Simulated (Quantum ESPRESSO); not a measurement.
Here is a Quantum ESPRESSO 7.5 calculation.

The input pw.in:

```
&CONTROL
  calculation = 'scf'
  prefix = 'pwscf'
  outdir = './tmp'
  pseudo_dir = './pseudo'
  tprnfor = .true.
  tstress = .true.
  disk_io = 'nowf'
/
&SYSTEM
  ibrav = 0
  nat = 1
  ntyp = 1
  ecutwfc = 70
  nbnd = 16
  occupations = 'smearing'
  smearing = 'fd'
  degauss = 0.00367493
/
&ELECTRONS
  conv_thr = 2d-10
  electron_maxstep = 120
  mixing_beta = 0.5
/
ATOMIC_SPECIES
Ag   107.8682 Ag_ONCV_PBE-1.2.upf
CELL_PARAMETERS angstrom
   0.0000000000    2.0427500000    2.0427500000
   2.0427500000    0.0000000000    2.0427500000
   2.0427500000    2.0427500000    0.0000000000
ATOMIC_POSITIONS crystal
Ag     0.0000000000    0.0000000000    0.0000000000
K_POINTS automatic
6 6 6 0 0 0
```

Potentials or basis: SG15 PBE 1.2.

Launch:

```sh
$ OMP_NUM_THREADS=2 pw.x -in pw.in > pw.out
```

(1) Estimate the band gap on the k mesh.

(2) What does it give for the pressure?

Answers

(1) none (metal or under the smearing width).

(2) 5.4 GPa.

Caveat: the k mesh is coarse (spacing up to 0.44 Å⁻¹), so the values aren't converged.
